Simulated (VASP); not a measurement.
Here is a VASP 6.6.1 calculation.

INCAR

```
SYSTEM = TePt
PREC = Accurate
ENCUT = 520
EDIFF = 1E-7
ISMEAR = 0
SIGMA = 0.05
LREAL = .FALSE.
LASPH = .TRUE.
NELM = 100
ALGO = Normal
ISIF = 2
LWAVE = .FALSE.
LCHARG = .FALSE.
LMAXMIX = 4
LDAU = .TRUE.
LDAUTYPE = 2
LDAUL = 2 -1
LDAUU = 6 0
LDAUJ = 0 0
LDAUPRINT = 1
GGA = PS
NBANDS = 15
```

KPOINTS

```
Automatic mesh
0
G
  5 5 5
  0 0 0
```

POSCAR

```
TePt
1.0
    0.0000000000      3.2450425500      3.2450425500
    3.2450425500      0.0000000000      3.2450425500
    3.2450425500      3.2450425500      0.0000000000
Pt Te
1 1
Direct
    0.0000000000      0.0000000000      0.0000000000
    0.2500000000      0.2500000000      0.2500000000
```

Potentials or basis: VASP PAW PBE potentials, release 64 (Pt, Te).

Launch:

```sh
$ cat potpaw_PBE.64/Pt/POTCAR potpaw_PBE.64/Te/POTCAR > POTCAR
$ mpirun -np 1 vasp_std > vasp.out
```

Q: Predict the band gap on the k mesh.

A: None (metal or under the smearing width).

Q: Estimate the pressure.

A: -14.0 GPa.

Eigenvalues of the final occupation matrices:
```csv
site,spin,trace,eigenvalues
site 1 d,1,4.38,0.85 0.85 0.85 0.92 0.92
site 1 d,2,4.38,0.85 0.85 0.85 0.92 0.92
```

Caveat: the PAW data sets were made with another functional, which shifts forces and pressure a little; U without spin polarisation on a metal has little footing; the U is typed as a test and isn't derived for this compound. The run has no spin-orbit coupling, so splittings on Pt, Te are missing.
